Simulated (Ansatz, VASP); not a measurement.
One calculation of InP, two programs

```
CELL_PARAMETERS angstrom
0.00000 2.88654 2.88654
2.88654 0.00000 2.88654
2.88654 2.88654 0.00000
ATOMIC_POSITIONS crystal
In 0.00000 0.00000 0.00000
P 0.75000 0.75000 0.75000
```

Change from the starting cell: strain -0.015 along x and y, -0.015 along z, atoms carried along.

Alike in both runs: task single point; functional PBE; k mesh 8 × 8 × 8; occupations gaussian, width 0.05 eV; no spin polarisation.

|  | VASP | Ansatz |
| --- | --- | --- |
| version | VASP 6.6.1 | Ansatz 0.2.0 |
| potentials or method | VASP PAW PBE potentials, release 64 (In_d, P) | scalar-relativistic, plane waves, PAW |
| plane-wave cutoff (eV) | 520 | 420 |
| valence electrons in the cell | 18 | 18 |

Ansatz gave:

```
gap on the k mesh at the Fermi level (eV) : 0.96
least direct gap on the mesh (eV)         : 0.96
pressure (GPa)                            : 7.1
```

Problem. What did VASP give for the same quantities?

Solution. gap on the k mesh at the Fermi level (eV): 0.96; least direct gap on the mesh (eV): 0.96; pressure (GPa): 7.0.

With one functional, cell and mesh, what is left measures potentials, basis and numerics.

Caveats: spin-orbit coupling is left out, which moves the levels of the heavy elements.
